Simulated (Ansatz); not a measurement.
Start from GeO2 in the rutile structure (space group P4_2/mnm, No. 136; a = 4.4105 Å, c = 2.8702 Å). Axes: x, y, z lie along a, b, c of the conventional cell.

Calculations: r2SCAN, PAW, 500 eV (Ansatz, a first-principles code; without spin-orbit coupling).

Base values:

```
Quantity                               Value
---------------------  ---------------------
Volume per atom                      9.31 Å³
Valence-band top at Γ  0.00, -0.82, -0.82 eV
Band gap                             2.51 eV
```

Perturbation: compressive biaxial strain of 0.37 % in the plane normal to [001], as in epitaxy on a mismatched substrate; the out-of-plane cell vector and the atoms relax.

### Question
Predict the new volume per atom.

### Answer
The volume per atom shrinks by 0.05 Å³ (9.31 Å³ → 9.26 Å³).

### Question
Predict the new valence-band top at Γ.

### Answer
The valence-band top at Γ (three highest levels, from the VBM) goes from 0.00, -0.82, -0.82 eV to 0.00, -0.81, -0.81 eV.

### Question
Estimate the effect on the band gap.

### Answer
The band gap grows by 0.04 eV to 2.55 eV.

Stability against distortions was not tested.
